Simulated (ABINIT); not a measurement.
Crystal: Cl.

```
CELL_PARAMETERS angstrom
3.14500 -2.25000 0.00000
3.14500 2.25000 0.00000
0.00000 0.00000 8.21000
ATOMIC_POSITIONS crystal
Cl 0.37000 0.63000 0.40000
Cl 0.13000 0.87000 0.90000
Cl 0.63000 0.37000 0.60000
Cl 0.87000 0.13000 0.10000
```

Base run:

```yaml
Program: ABINIT 10.8.3 (patched build)
Functional: PW91
Potentials_or_basis: PseudoDojo NC SR PBE v0.4.1 standard
Cutoff: 599 eV
k_mesh: 5 × 5 × 3
Occupations: fermi-dirac, width 0.05 eV
Spin: no spin polarisation
```

Its results: band gap on the k mesh 2.47 eV, indirect (least direct gap 2.52 eV); pressure 0.3 GPa; largest force 0.124 eV/Å.

**Question.** The run is repeated on the same cell with these changes: functional from PW91 to LDA; potentials or basis from PseudoDojo NC SR PBE v0.4.1 standard to PseudoDojo NC SR LDA v0.4.1 standard. What comes out?

**Answer.** Band gap on the k mesh 2.32 eV, indirect (least direct gap 2.37 eV); pressure -2.9 GPa; largest force 0.204 eV/Å.

Caveats: an odd mesh through Γ misses points on the zone boundary, where band edges often lie; this build's PW91 may differ from other programs' (some runs); the potentials were made for another functional, which shifts forces and pressure (some runs).

Not every run made on this cell is shown here.
